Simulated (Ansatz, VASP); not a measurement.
One calculation of GaN, two programs

```
Ga N
1.0
     3.16728    0.00000    0.00000
    -1.58364    2.74294    0.00000
     0.00000    0.00000    5.17695
Ga N
2 2
Cartesian
  0.0000 1.8286 0.0000
  1.5836 0.9143 2.5885
  0.0000 1.8286 1.9414
  1.5836 0.9143 4.5298
```

Alike in both runs: task relaxation of the atoms; functional LDA; k mesh 9 × 9 × 6; no spin polarisation.

|  | VASP | Ansatz |
| --- | --- | --- |
| version | VASP 6.6.1 | Ansatz 0.2.0 |
| potentials or method | VASP PAW LDA potentials, release 64 (Ga_d, N) | scalar-relativistic, plane waves, PAW |
| plane-wave cutoff (eV) | 520 | 420 |
| occupations | gaussian, width 0.01 eV | fixed |
| valence electrons in the cell | 36 | 36 |

```tsv
	VASP	Ansatz	Ansatz less VASP
gap on the k mesh at the Fermi level, each at its own relaxed structure (eV)	2.02	2.00	-0.015
```

Ansatz warned: «stress_scf_threshold_loose».
